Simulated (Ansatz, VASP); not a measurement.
## One calculation of MgB5, two programs

Contents of INCAR:

```
ALGO = Fast
EDIFF = 1E-7
ENCUT = 520
GGA = PE
ISIF = 2
ISMEAR = 0
LASPH = True
LCHARG = False
LREAL = False
LWAVE = False
NBANDS = 29
NELM = 100
PREC = Accurate
SIGMA = 0.1
```

KPOINTS

```
k-points
0
Gamma
  6 4 2
```

The input POSCAR:

```
MgB5
1.0
    2.9737415507      0.0000000000      0.0000000000
    0.9602987787      4.2183368180      0.0000000000
    0.8377182762      0.3572807018      7.8091933779
Mg B
2 10
Direct
    0.1249748334      0.0087492350      0.0174771043
    0.8568980780      0.5140575754      0.5303020906
    0.3163232503      0.2573684639      0.2878632629
    0.7411519574      0.8379306398      0.7907677264
    0.1021812618      0.6361389304      0.2444776975
    0.6777505597      0.2298990313      0.7766015990
    0.7579408589      0.5033988248      0.9356358689
    0.3588864282      0.0007150394      0.4581226291
    0.6580046746      0.4990391399      0.1475568791
    0.2380389381      0.9769873731      0.6696634881
    0.8914239810      0.9704313553      0.3352859173
    0.2764251784      0.5652843919      0.8062457368
```

Input for Ansatz:

```yaml
crystal:
  lattice:
    - [2.9737415507, 0.0, 0.0]
    - [0.9602987787, 4.218336818, 0.0]
    - [0.8377182762, 0.3572807018, 7.8091933779]
  atoms:
    - { symbol: Mg, position: [0.1249748334, 0.008749235, 0.0174771043] }
    - { symbol: Mg, position: [0.856898078, 0.5140575754, 0.5303020906] }
    - { symbol: B, position: [0.3163232503, 0.2573684639, 0.2878632629] }
    - { symbol: B, position: [0.7411519574, 0.8379306398, 0.7907677264] }
    - { symbol: B, position: [0.1021812618, 0.6361389304, 0.2444776975] }
    - { symbol: B, position: [0.6777505597, 0.2298990313, 0.776601599] }
    - { symbol: B, position: [0.7579408589, 0.5033988248, 0.9356358689] }
    - { symbol: B, position: [0.3588864282, 0.0007150394, 0.4581226291] }
    - { symbol: B, position: [0.6580046746, 0.4990391399, 0.1475568791] }
    - { symbol: B, position: [0.2380389381, 0.9769873731, 0.6696634881] }
    - { symbol: B, position: [0.891423981, 0.9704313553, 0.3352859173] }
    - { symbol: B, position: [0.2764251784, 0.5652843919, 0.8062457368] }
basis:
  ecutwfc: 420
kpoints:
  mp_grid: { grid: [6, 4, 2] }
hamiltonian:
  xc: pbe
scf:
  occupations: { method: gaussian, width: 0.1 }
  lower_state_search: "off"
output:
  forces: true
  stress: true
  eigenvalues: true
```

Change from the starting cell: the structure that the rattled cell fell into.

Alike in both runs: task single point; functional PBE; k mesh 6 × 4 × 2; occupations gaussian, width 0.1 eV; no spin polarisation.

|  | VASP | Ansatz |
| --- | --- | --- |
| version | VASP 6.6.1 | Ansatz 0.2.0 |
| potentials or method | VASP PAW PBE potentials, release 64 (Mg, B) | scalar-relativistic, plane waves, PAW |
| plane-wave cutoff (eV) | 520 | 420 |
| valence electrons in the cell | 34 | 50 |

|  | VASP | Ansatz | Ansatz less VASP |
| --- | --- | --- | --- |
| gap on the k mesh at the Fermi level (eV) | none | none | - |
| pressure (GPa) | 5.5 | 5.7 | +0.13 |
| largest component of the traceless stress (GPa) | 6.13 | 6.16 | +0.031 |
| rms of the force components (eV/Å) | 0.671 | 0.671 | 0.0000 |

Atom by atom the forces differ by 0.003 eV/Å (rms over components). A gap of «none» marks a metal or a gap that the smearing closes. With one functional, cell and mesh, what is left measures potentials, basis and numerics. The two sets of potentials don't hold the same shells in valence.

Caveats: the k mesh is coarse (spacing up to 0.40 Å⁻¹), so the values aren't converged; forces of over 1 eV/Å show positions far from the minimum, so gaps and moduli don't describe the material at rest.
